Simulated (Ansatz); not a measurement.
# MoS2: moving Mo off its site

MoS2, P-6m2, a = 3.150 Å, c = 6.648 Å. This isn't the usual stable structure of the compound. Ansatz: PBE+D3(BJ), PAW, 420 eV, Γ-centred 6×6×4 mesh on 12 atoms, Gaussian smearing 0.05 eV; no spin polarisation.

```
Mo S
1.0
     6.29945    0.00000    0.00000
    -3.14972    5.45548    0.00000
     0.00000    0.00000    6.64754
Mo S
4 8
Direct
  0.50000 0.50000 0.00000
  0.50000 0.00000 0.00000
  0.00000 0.50000 0.00000
  0.00000 0.00000 0.00000
  0.16667 0.33333 0.23567
  0.16667 0.83333 0.23567
  0.66667 0.33333 0.23567
  0.66667 0.83333 0.23567
  0.16667 0.33333 0.76433
  0.16667 0.83333 0.76433
  0.66667 0.33333 0.76433
  0.66667 0.83333 0.76433
```

Atom 1 (Mo) moves by x along the unit vector (-0.656, -0.379, 0.653), with its periodic images; all else is held. y is the free energy of the cell over the start, F the force along the path summed over the moved atoms.

```tsv
x (Å)	y (meV)	F (eV/Å)
-0.200	?	?
-0.160	331.2	4.13
-0.120	186.7	3.10
-0.080	83.2	2.07
-0.040	20.9	1.04
0.000	0.0	0.00
0.080	84.6	-2.13
0.120	191.5	-3.23
0.160	343.2	-4.36
0.200	541.4	-5.55
```

Fit y = c2 x² + c3 x³ + c4 x⁴ to the energies of the other rows, give the force constant, and predict energy and force of the missing row.

Least squares on the rows shown. y = 13065 x² + 1468.3 x³ + 4347.9 x⁴. The force constant is 2 c2 = 26.1 eV/Å² (for all images moving together, not for a lone atom). The force −dy/dx at the missing row is 5.19 eV/Å (computed 5.15). At x = -0.200 the fit asked for gives 517.8 meV. The run gave 516.6 meV, so the fit is 1.2 meV too high, a small miss on the scale of the series.

Cost: 10 runs of about 2.4 core-minutes in all, on AMD EPYC 9R45 (Zen 5) (shared hosts).